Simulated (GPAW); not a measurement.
The system is CuO.

```xyz
4
Lattice="3.4221 0.0000 0.0000 0.0000 3.4221 0.0000 0.0000 0.0000 4.2605" Properties=species:S:1:pos:R:3 pbc="T T T"
Cu    0.0000    1.7110    0.0000
Cu    1.7110    0.0000    2.1302
O     0.0000    0.0000    1.0651
O     0.0000    0.0000    3.1953
```

Measurements of this composition are mostly on another form, of space group No. 15.

Base run:

- Program: GPAW 26.7.0
- Functional: SCAN
- Potentials or basis: GPAW PAW data sets (gpaw-data 1.2.1)
- Cutoff: 800 eV
- Basis: pw
- k mesh: 6 × 6 × 5
- Occupations: fermi-dirac, width 0.05 eV
- Spin: no spin polarisation

Its results: pressure -7.6 GPa.

Problem. After a change of settings the same cell gave: pressure -6.8 GPa. Which change was it?
A. functional from SCAN to revPBE; potentials or basis from GPAW PAW data sets (gpaw-data 1.2.1) to the program's PAW data sets (release 1.2.1) made for this functional
B. functional from SCAN to MS2; band points from 80 to 100
C. functional from SCAN to BLYP; potentials or basis from GPAW PAW data sets (gpaw-data 1.2.1) to PAW data sets generated in the run's folder for this functional
D. functional from SCAN to LDA; potentials or basis from GPAW PAW data sets (gpaw-data 1.2.1) to the program's PAW data sets (release 1.2.1) made for this functional

Solution. B.

Caveats: with this Cu data set, volumes or pressures lay over 1.5 % or 2 GPa off other programs in two to four cells of ten; the PAW data sets were made with another functional, which shifts forces and pressure a little; the run has no spin polarisation, though such a crystal can be magnetic.

Runs at the PBE level aren't shown here.
